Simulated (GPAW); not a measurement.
The system is Os.

```xyz
2
Lattice="2.7341 0.0000 0.0000 -1.3671 2.3678 0.0000 0.0000 0.0000 4.3197" Properties=species:S:1:pos:R:3 pbc="T T T"
Os    1.3671    0.7893    3.2398
Os    0.0000    1.5785    1.0799
```

- Program: GPAW 26.7.0
- Task: relaxation of cell and atoms
- Functional: SCAN
- Dispersion: D4
- Potentials or basis: GPAW PAW data sets (gpaw-data 1.2.1)
- Cutoff: 600 eV
- Basis: pw
- k mesh: 8 × 8 × 5
- Occupations: fermi-dirac, width 0.05 eV
- Spin: no spin polarisation

At the start: pressure -16.8 GPa; volume 13.98 Å³/atom.

Question: How do energy, volume and symmetry change on relaxing?

Answer: Over 3 steps the energy falls by 32.0 meV/atom and the volume is 13.39 Å³/atom (-4.2 %); space group P6_3/mmc (No. 194, to 0.05 Å).

Step by step:
```csv
step,energy change (eV),largest force (eV/Å),pressure (GPa),volume (Å³)
1,0.0000,0.0001,-16.77,27.96
2,-0.0592,0.0000,-4.79,27.10
3,-0.0639,0.0001,0.26,26.78
```

Final structure:
```
CELL_PARAMETERS angstrom
2.69706 0.00000 0.00000
-1.34853 2.33572 0.00000
0.00000 0.00000 4.25065
ATOMIC_POSITIONS crystal
Os 0.66667 0.33333 0.75000
Os 0.33333 0.66667 0.25000
```

Caveat: later steps reuse the first step's grids; the PAW data sets were made with another functional, which shifts forces and pressure a little; pairwise dispersion overbinds metals, which lowers pressure and volume.
